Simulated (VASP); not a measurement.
Crystal: GaP.

```
CELL_PARAMETERS angstrom
0.00000 2.71842 2.71842
2.71842 0.00000 2.71842
2.71842 2.71842 0.00000
ATOMIC_POSITIONS crystal
Ga 0.00000 0.00000 0.00000
P 0.25000 0.25000 0.25000
```

Base run:

```yaml
Program: VASP 6.6.1
Functional: TB-mBJ
Potentials_or_basis: VASP PAW PBE potentials, release 64 (Ga_d, P)
Cutoff: 520 eV
k_mesh: 8 × 8 × 8
Occupations: gaussian, width 0.03 eV
Spin: no spin polarisation
```

Its results: band gap on the k mesh 2.41 eV, indirect (least direct gap 3.01 eV).

Task: The run is repeated on the same cell with these changes: functional from TB-mBJ to r2SCAN. What comes out?

Result: Band gap on the k mesh 1.89 eV, indirect (least direct gap 2.41 eV).

A k mesh can miss the band edges.
